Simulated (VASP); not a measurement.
# Ag (Fm-3m) in VASP: further runs, part 3 of 3

VASP 6.6.1. The steps go on from the part before.

### 6 Band structure, B3LYP

POSCAR

```
Ag
1.0
    0.0000000000      2.0427500000      2.0427500000
    2.0427500000      0.0000000000      2.0427500000
    2.0427500000      2.0427500000      0.0000000000
Ag
1
Direct
    0.0000000000      0.0000000000      0.0000000000
```

INCAR.step1

```
PREC = Accurate
ENCUT = 520
EDIFF = 1E-5
ISMEAR = -1
SIGMA = 0.05
LREAL = F
LASPH = T
NELM = 60
ALGO = Normal
ISIF = 2
LWAVE = T
LCHARG = F
LMAXMIX = 4
GGA = PE
```

INCAR.step2

```
PREC = Accurate
ENCUT = 520
EDIFF = 1E-7
ISMEAR = -1
SIGMA = 0.05
LREAL = F
LASPH = T
NELM = 60
ALGO = Normal
ISIF = 2
LWAVE = F
LCHARG = F
LMAXMIX = 4
GGA = B3
LHFCALC = T
AEXX = 0.2
AGGAX = 0.72
AGGAC = 0.81
ALDAC = 0.19
PRECFOCK = Fast
ISTART = 1
```

KPOINTS

```
regular mesh
0
Gamma
  6 6 6
```

KPOINTS_OPT

```
path GXWKGLUWLK,UX
10
line-mode
reciprocal
 0.0000000000  0.0000000000  0.0000000000  G
 0.5000000000  0.0000000000  0.5000000000  X

 0.5000000000  0.0000000000  0.5000000000  X
 0.5000000000  0.2500000000  0.7500000000  W

 0.5000000000  0.2500000000  0.7500000000  W
 0.3750000000  0.3750000000  0.7500000000  K

 0.3750000000  0.3750000000  0.7500000000  K
 0.0000000000  0.0000000000  0.0000000000  G

 0.0000000000  0.0000000000  0.0000000000  G
 0.5000000000  0.5000000000  0.5000000000  L

 0.5000000000  0.5000000000  0.5000000000  L
 0.6250000000  0.2500000000  0.6250000000  U

 0.6250000000  0.2500000000  0.6250000000  U
 0.5000000000  0.2500000000  0.7500000000  W

 0.5000000000  0.2500000000  0.7500000000  W
 0.5000000000  0.5000000000  0.5000000000  L

 0.5000000000  0.5000000000  0.5000000000  L
 0.3750000000  0.3750000000  0.7500000000  K

 0.6250000000  0.2500000000  0.6250000000  U
 0.5000000000  0.0000000000  0.5000000000  X
```

Potentials or basis: VASP PAW PBE potentials, release 64 (Ag).

Launch:

```sh
$ cat potpaw_PBE.64/Ag/POTCAR > POTCAR
$ cp INCAR.step1 INCAR
$ mpirun -np 1 vasp_std > vasp.out
$ cp INCAR.step2 INCAR
$ mpirun -np 1 vasp_std > vasp.out
```

OUTCAR:

```text
PREC = Accurate
   ENCUT = 520
   EDIFF = 1E-7
   ISMEAR = -1
   LREAL = F
   LASPH = T
   NELM = 60
   ISIF = 2
   GGA = B3
   LHFCALC = T
   AEXX = 0.2
   PRECFOCK = Fast
   ISTART = 1

 ion  position               nearest neighbor table
   1  0.000  0.000  0.000-

  LATTYP: Found a face centered cubic cell.
 ALAT       =     4.0855000000

  Lattice vectors:

 A1 = (   0.0000000000,   2.0427500000,   2.0427500000)
 A2 = (   2.0427500000,   0.0000000000,   2.0427500000)
 A3 = (   2.0427500000,   2.0427500000,   0.0000000000)

Analysis of symmetry for initial positions (statically):
=====================================================================
 Subroutine PRICEL returns:
 Original cell was already a primitive cell.

 Routine SETGRP: Setting up the symmetry group for a
 face centered cubic supercell.

 Subroutine GETGRP returns: Found 48 space group operations
 (whereof 48 operations were pure point group operations)
 out of a pool of 48 trial point group operations.

The static configuration has the point symmetry O_h .
[... 160 lines left out ...]

 val. band max:        8.2722464949   @ k =   0.5000   0.3333   0.1667
 cond. band min:       9.5230741563   @ k =   0.5000   0.1667   0.0000
 fundamental gap:      1.2508276614
 Fermi energy:         8.2987845415

 k-point     1 :       0.0000    0.0000    0.0000
  band No.  band energies     occupation
      1      -0.1712      2.00000
      2       2.3205      2.00000
      3       2.3205      2.00000
      4       2.3205      2.00000
      5       3.3854      2.00000
      6       3.3854      2.00000
      7      25.9780      0.00000
      8      29.5131      0.00000
      9      29.5131      0.00000
[... 169 lines left out ...]
 k-point    16 :      -0.3333    0.5000    0.1667
  band No.  band energies     occupation
      1       1.2071      2.00000
      2       1.3796      2.00000
      3       3.0651      2.00000
      4       3.6867      2.00000
      5       4.5389      2.00000
      6      13.3372      0.00000
      7      16.4669      0.00000
      8      17.6277      0.00000
      9      18.3880      0.00000

------------------------ aborting loop because EDIFF is reached ----------------------------------------

  FORCE on cell =-STRESS in cart. coord.  units (eV):
  Direction    XX          YY          ZZ          XY          YZ          ZX
  --------------------------------------------------------------------------------------
  -------------------------------------------------------------------------------------
  Total        1.1608971      1.1608971      1.1608971      0.0000000     -0.0000000      0.0000000
  in kB      109.1009830    109.1009830    109.1009830      0.0000000     -0.0000000      0.0000000
  external PRESSURE =     109.1009830 kB  Pullay stress =       0.0000000 kB

 VOLUME and BASIS-vectors are now :
 -----------------------------------------------------------------------------
  energy-cutoff  :      520.00
  volume of cell :       17.05
      direct lattice vectors                 reciprocal lattice vectors
     0.000000000  2.042750000  2.042750000    -0.244768082  0.244768082  0.244768082
     2.042750000  0.000000000  2.042750000     0.244768082 -0.244768082  0.244768082
     2.042750000  2.042750000  0.000000000     0.244768082  0.244768082 -0.244768082

 POSITION                                       TOTAL-FORCE (eV/Angst)
 -----------------------------------------------------------------------------------
      0.00000      0.00000      0.00000         0.000000     -0.000000      0.000000
 -----------------------------------------------------------------------------------
    total drift:                                0.000000     -0.000000      0.000000

  FREE ENERGIE OF THE ION-ELECTRON SYSTEM (eV)
  ---------------------------------------------------
  free  energy   TOTEN  =        -2.3334571601 eV

  energy  without entropy=       -2.3258964168  energy(sigma->0) =       -2.32967679
```

OUTCAR.step1:

```text
PREC = Accurate
   ENCUT = 520
   EDIFF = 1E-5
   ISMEAR = -1
   LREAL = F
[... 398 lines left out ...]

 POSITION                                       TOTAL-FORCE (eV/Angst)
 -----------------------------------------------------------------------------------
      0.00000      0.00000      0.00000        -0.000000     -0.000000      0.000000
 -----------------------------------------------------------------------------------
    total drift:                               -0.000000      0.000000     -0.000000

  FREE ENERGIE OF THE ION-ELECTRON SYSTEM (eV)
  ---------------------------------------------------
  free  energy   TOTEN  =        -2.6406644811 eV

  energy  without entropy=       -2.6331466286  energy(sigma->0) =       -2.63690555
```

OSZICAR.step1:

```text
N       E                     dE             d eps       ncg     rms          rms(c)
DAV:   1     0.461848651512E+02    0.46185E+02   -0.57873E+03   304   0.110E+03
DAV:   2    -0.258083265228E+01   -0.48766E+02   -0.46757E+02   295   0.207E+02
DAV:   3    -0.289457797517E+01   -0.31375E+00   -0.31369E+00   373   0.216E+01
DAV:   4    -0.289536622815E+01   -0.78825E-03   -0.78825E-03   330   0.939E-01
DAV:   5    -0.289537229469E+01   -0.60665E-05   -0.60666E-05   338   0.710E-02    0.536E+00
DAV:   6    -0.265231102455E+01    0.24306E+00   -0.11334E+00   294   0.115E+01    0.346E+00
DAV:   7    -0.264360911796E+01    0.87019E-02   -0.12726E-02   303   0.122E+00    0.192E+00
DAV:   8    -0.264065730621E+01    0.29518E-02   -0.68013E-04   309   0.253E-01    0.819E-02
DAV:   9    -0.264066448105E+01   -0.71748E-05   -0.64487E-06   235   0.249E-02
   1 F= -.26406645E+01 E0= -.26369056E+01  d E =-.751785E-02
```

Wall time 9.4 min (1 thread of Intel Xeon 6975P-C (Granite Rapids), shared host); peak memory 0.16 GiB.

Results:

* Free energy: -2.3335 eV
* Pressure: 10.9 GPa

Levels at the corners of the path, in eV from the Fermi level:
```csv
point,band 2,band 3,band 4,band 5,band 6,band 7,band 8,band 9
Γ,-5.98,-5.98,-5.98,-4.91,-4.91,17.68,21.21,21.21
X,-7.52,-4.08,-3.76,-3.76,2.56,8.01,12.05,12.05
X,-7.52,-4.08,-3.76,-3.76,2.56,8.01,12.05,12.05
W,-5.92,-5.92,-4.59,-3.49,7.16,7.16,8.29,9.54
W,-5.92,-5.92,-4.59,-3.49,7.16,7.16,8.29,9.54
K,-6.54,-4.93,-4.47,-3.90,5.38,6.42,8.43,14.23
K,-6.54,-4.93,-4.47,-3.90,5.38,6.42,8.43,14.23
Γ,-5.98,-5.98,-5.98,-4.91,-4.91,17.68,21.21,21.21
Γ,-5.98,-5.98,-5.98,-4.91,-4.91,17.68,21.21,21.21
L,-6.01,-6.01,-4.01,-4.01,-0.18,4.59,16.90,19.43
L,-6.01,-6.01,-4.01,-4.01,-0.18,4.59,16.90,19.43
U,-6.54,-4.93,-4.47,-3.90,5.38,6.42,8.43,14.23
U,-6.54,-4.93,-4.47,-3.90,5.38,6.42,8.43,14.23
W,-5.92,-5.92,-4.59,-3.49,7.16,7.16,8.29,9.54
W,-5.92,-5.92,-4.59,-3.49,7.16,7.16,8.29,9.54
L,-6.01,-6.01,-4.01,-4.01,-0.18,4.59,16.90,19.43
L,-6.01,-6.01,-4.01,-4.01,-0.18,4.59,16.90,19.43
K,-6.54,-4.93,-4.47,-3.90,5.38,6.42,8.43,14.23
U,-6.54,-4.93,-4.47,-3.90,5.38,6.42,8.43,14.23
X,-7.52,-4.08,-3.76,-3.76,2.56,8.01,12.05,12.05
```

Caveat: the k mesh is coarse (spacing up to 0.44 Å⁻¹), so the values aren't converged, least of all with exact exchange; an unscreened hybrid on a path of extra k points without a Coulomb cutoff has errors near the mesh points, so the bands along the path aren't reliable; the PAW data sets were made with another functional, which shifts forces and pressure a little.

### 7 Overview

| level | potentials or basis | k mesh | cutoff (eV) | grid for exact exchange (PRECFOCK) | exchange at q = 0 | mesh quality | pressure (GPa) |
| --- | --- | --- | --- | --- | --- | --- | --- |
| PBE | VASP PAW PBE potentials, release 64 (Ag) | 11 × 11 × 11 | 520 | - | - | not flagged | - |
| PBE | VASP PAW PBE potentials, release 64 (Ag_sv_GW) | 11 × 11 × 11 | 600 | - | - | not flagged | 3.5 |
| PBE | VASP PAW PBE potentials, release 64 (Ag_GW) | 11 × 11 × 11 | 550 | - | - | not flagged | 4.1 |
| r2SCAN50 | VASP PAW PBE potentials, release 64 (Ag) | 6 × 6 × 6 | 520 | Fast | truncated | coarse | 3.8 |
| B3LYP | VASP PAW PBE potentials, release 64 (Ag) | 6 × 6 × 6 | 520 | Fast | default | coarse | 10.9 |

Alike in all rows: task band structure; no spin polarisation; cell as given; smearing fermi-dirac 0.05 eV.

Caveats: some runs use coarse meshes; the PAW data sets were made with another functional, which shifts forces and pressure a little (some runs); an unscreened hybrid on a path of extra k points without a Coulomb cutoff has errors near the mesh points, so the bands along the path aren't reliable (some runs).

Total energies depend on the potentials used, so only differences within one code and one set of settings carry meaning.
